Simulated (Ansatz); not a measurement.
GaN (started from an entry of an open crystallographic database) (r2SCAN geometry), in Ansatz:

```
CELL_PARAMETERS angstrom
3.18315 0.00000 0.00000
-1.59157 2.75669 0.00000
0.00000 0.00000 5.18363
ATOMIC_POSITIONS crystal
Ga 0.33333 0.66667 0.99911
Ga 0.66667 0.33333 0.49911
N 0.33333 0.66667 0.37589
N 0.66667 0.33333 0.87589
```

G0W0@PBE with 249 empty bands, a screening cutoff of 180 eV and a 6×6×4 mesh (PAW, contour deformation) gives 3.095 eV over the mesh points, from a PBE gap of 1.933 eV; it sums over 267 bands with 251 plane waves in the screening and a wave cutoff of 420 eV. The G0W0 figures hold for the stated bands, cutoff and mesh and aren't extrapolated. The values are computed, spin-unpolarised, and not measurements.

Task: Estimate the gap with starting point HSE06.

Result: 3.698 eV (+0.603 eV), from a Kohn-Sham gap of 3.199 eV.

Task: Estimate the gap with empty bands 103, screening cutoff 100 eV.

Result: 3.049 eV (-0.046 eV), from a Kohn-Sham gap of 1.933 eV.

Task: Another run gave a Kohn-Sham gap of 1.954 eV and a G0W0 gap of 3.157 eV, summing over 267 bands with 251 plane waves in the screening and a wave cutoff of 1240 eV. What was changed?

Result: Potentials of the kind norm-conserving. The wave cutoff gives it away.

With a shallow d shell on the cation, G0W0 converges slowly in bands and cutoff, so these values are in doubt.
